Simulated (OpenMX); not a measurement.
Crystal: As.

```xyz
2
Lattice="1.8808 1.0859 3.5141 -1.8808 1.0859 3.5141 0.0000 -2.1718 3.5141" Properties=species:S:1:pos:R:3 pbc="T T T"
As    0.0000    0.0000    2.3825
As    0.0000    0.0000    8.1597
```

Base run:

```yaml
Program: OpenMX 3.8.5
Functional: PBE
Potentials_or_basis: OpenMX 2013 PBE set, As7.0-s3p2d2, grid cutoff 500 Ry
k_mesh: 9 × 9 × 9
Occupations: fermi-dirac, width 0.05 eV
Spin: no spin polarisation
```

Its results: band gap on the k mesh none (metal or under the smearing width); pressure 6.5 GPa; largest force 1.235 eV/Å.

Task: The run is repeated on the same cell with these changes: potentials or basis from OpenMX 2013 PBE set, As7.0-s3p2d2, grid cutoff 500 Ry to OpenMX 2013 PBE set, As7.0-s3p2d1, grid cutoff 700 Ry; k mesh from 9 × 9 × 9 to 7 × 7 × 7. What comes out?

Result: Band gap on the k mesh 0.06 eV, indirect (least direct gap 0.59 eV); pressure 10.5 GPa; largest force 1.607 eV/Å.

Caveats: the basis of atomic orbitals isn't converged, which shifts pressures, moduli and gaps; forces of over 1 eV/Å show positions far from the minimum, so gaps and moduli don't describe the material at rest; an odd mesh through Γ misses points on the zone boundary, where band edges often lie (some runs).
